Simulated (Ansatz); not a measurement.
Ge:

```
Ge
1.0
     0.00000    2.82891    2.82891
     2.82891    0.00000    2.82891
     2.82891    2.82891    0.00000
Ge
2
Direct
  0.75000 0.75000 0.75000
  0.50000 0.50000 0.50000
```

Base run:

```yaml
Program: Ansatz 0.2.0
Functional: PBEsol
Potentials_or_basis: Ansatz PAW
Cutoff: "420 eV (not typed: the program's choice for these potentials)"
k_mesh: 8 × 8 × 8
Occupations: fermi-dirac, width 0.05 eV
Spin: no spin polarisation
```

Its results: band gap on the k mesh none (metal or under the smearing width); pressure 0.6 GPa.

**Question.** After a change of settings the same cell gave: band gap on the k mesh none (metal or under the smearing width); pressure -1.3 GPa. Which change was it?
A. spin from no spin polarisation to spin-orbit coupling, no magnetisation; potential files from those of the base run to others of the same set
B. functional from PBEsol to r2SCAN; cutoff from 420 eV (not typed: the program's choice for these potentials) to 500 eV (not typed: the program's choice for these potentials)
C. functional from PBEsol to LDA

**Answer.** C.

LDA binds more tightly than PBEsol, so the same cell stands under less pressure.

Caveats: the PAW data sets come from PBE, with cores solved anew for the run's functional, which leaves a small shift of forces and pressure; this crystal is a semiconductor, whose small gap the functional closes, so the metal is an error of the method (some runs).

Runs at the PBE level aren't shown here.
